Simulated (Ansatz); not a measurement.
O: computed DOS

```cif
data_structure
_symmetry_space_group_name_H-M 'R-3m:H'
_symmetry_Int_Tables_number 166
_cell_length_a 3.3499
_cell_length_b 3.3499
_cell_length_c 11.1960
_cell_angle_alpha 90.000
_cell_angle_beta 90.000
_cell_angle_gamma 120.000
_cell_volume 108.81
loop_
_atom_site_label
_atom_site_type_symbol
_atom_site_symmetry_multiplicity
_atom_site_Wyckoff_symbol
_atom_site_fract_x
_atom_site_fract_y
_atom_site_fract_z
_atom_site_occupancy
O1 O 6 c 0.00000 0.00000 0.94539 1
```

The runs use the primitive cell with vectors (1.675, 0.967, 3.732), (-1.675, 0.967, 3.732), (0.000, -1.934, 3.732) Å, to which the k mesh refers.

It takes space group R-3m (No. 166, trigonal). Conventional cell: a = 3.350 Å, b = 3.350 Å, c = 11.196 Å, α = 90.00°, β = 90.00°, γ = 120.00°. O (site symmetry 3m) is surrounded by 1 O at 1.22 Å.

Structure from Materials Project entry mp-610917 (possibly hypothetical), not relaxed further.

Other magnetic orders may lie lower; this is the state that the run reached.

Method: Ansatz 0.2.0, DFT, PBE, all-electron LAPW, scalar-relativistic.

Settings: a Γ-centred 8×8×8 k mesh, Fermi–Dirac smearing of 0.02 eV, basis error target 1 meV/atom, spin-polarised from start moments O1 1, O2 1 μB, ending with a cell moment of 2.00 μB.

States per eV and cell, averaged over 0.4 eV, from -5.7 to 2.5 eV, with energies (bin centres) from the valence-band top; empty bins are left out. The partial columns, the largest 2 alone, are projections on Löwdin-orthogonalised atomic shells (those that the program's projection atoms carry: the occupied ones and, for some elements, an empty d or f shell; other empty shells have no column), summed over atoms of an element and both spins. Weights on diffuse s and p shells depend on that basis and aren't pure angular character.

```csv
E (eV),spin-up,spin-down,O 2p,O 2s
-5.6,0.00,0.44,0.36,0.07
-5.2,0.00,1.82,1.78,0.03
-4.8,0.00,2.55,2.52,0.01
-4.4,0.00,0.49,0.48,0.00
-0.8,0.73,0.00,0.73,0.00
-0.4,2.55,0.00,2.55,0.00
0.0,1.71,0.00,1.71,0.00
1.2,0.00,0.02,0.02,0.00
1.6,0.00,1.57,1.55,0.00
2.0,0.00,1.93,1.91,0.00
2.4,0.00,1.48,1.48,0.00
```

Task: Which of the resolved shells contributes most in the top eV of the valence band?

Result: O 2p, with 100 % of all states there; O 2s follows with 0 %.
